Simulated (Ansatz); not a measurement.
Runs of Ansatz 0.2.0 on Sb. It takes space group Pm-3m (No. 221, cubic). Conventional cell: a = 3.160 Å, b = 3.160 Å, c = 3.160 Å, α = 90.00°, β = 90.00°, γ = 90.00°. Sb (site symmetry m-3m) is surrounded by 6 Sb at 3.16 Å. This isn't the form of Sb at room conditions, which is rhombohedral.

```tsv
task	level	potentials or basis	spin	cell	k mesh	cutoff (eV)	smearing	driver	optimizer	fmax	steps	filter	other keys	mesh quality	gap on the mesh (eV)	pressure (GPa)	relaxed volume (Å³/atom)
relaxation of cell and atoms	RPBE+D3(BJ)+ATM	PseudoDojo stringent	SOC, no magnetisation	relaxed	6 × 6 × 6	1361	methfessel-paxton 0.1 eV	calculator	LBFGS	0.02	30	FrechetCellFilter	scf.mixing.preconditioner = kerker; basis.ecutrho_ratio = 9	not flagged	-	0.0	23.33
ladder of functionals	BLYP	Ansatz PAW	SOC, no magnetisation	as given	8 × 8 × 8	420	fermi-dirac 0.1 eV	chain	-	-	-	-	-	not flagged	none	1.9	-
density of states	LDA+D4	Ansatz PAW	off	as given	5 × 5 × 5	420	fermi-dirac 0.025 eV	chain	-	-	-	-	scf.mixing.algorithm = broyden; scf.mixing.beta = 0.1	coarse	none	(b)	-
single point	r2SCAN	Ansatz NC	collinear, random start	as given	8 × 8 × 8	1230	gaussian 0.025 eV	chain	-	-	-	-	-	not flagged	none	(a)	-
band structure	LDA	PseudoDojo standard	SOC, no magnetisation	as given	8 × 8 × 8	1088	tetrahedron	chain	-	-	-	-	-	not flagged	none	-5.9	-
relaxation of cell and atoms	LDA	JTH PAW LDA	off	relaxed from: volume scaled by 1.04	8 × 8 × 8	1950	tetrahedron	chain	-	-	-	-	accuracy = medium; scf.occupations.width = left out; …	not flagged	none	0.0	27.89
ladder of functionals	BLYP	Ansatz PAW	SOC, no magnetisation	as given	8 × 8 × 8	420	fermi-dirac 0.1 eV	-	-	-	-	-	-	not flagged	none	1.9	-
single point	PBEsol	Ansatz PAW	off	cell strained at random at fixed volume	6 × 7 × 7	420	fermi-dirac 0.1 eV	calculator	-	-	-	-	-	not flagged	-	-4.8	-
```

Task: Fill in the values left out.

Result: (a) -3.3; (b) -8.2.

Caveats: some runs use coarse meshes; the potentials were made for another functional, which shifts forces and pressure (some runs); the thresholds are loose for stress (some runs); with tetrahedron occupations forces and stress needn't match the slope of the energy (some runs); the volume moved by over 15 % at a fixed basis, so the end points are rough (some runs); pairwise dispersion overbinds metals, which lowers pressure and volume (some runs); the dispersion damping was fitted for another functional or another form of the correction (some runs); the PAW data sets come from PBE, with cores solved anew for the run's functional, which leaves a small shift of forces and pressure (some runs).

A k mesh can miss the band edges, and rows without SOC leave out spin-orbit coupling on Sb.

A gap of «none» marks a metal or a gap under the smearing width.

The runs don't all hold the same shells in valence.

Runs at the PBE level aren't shown here.
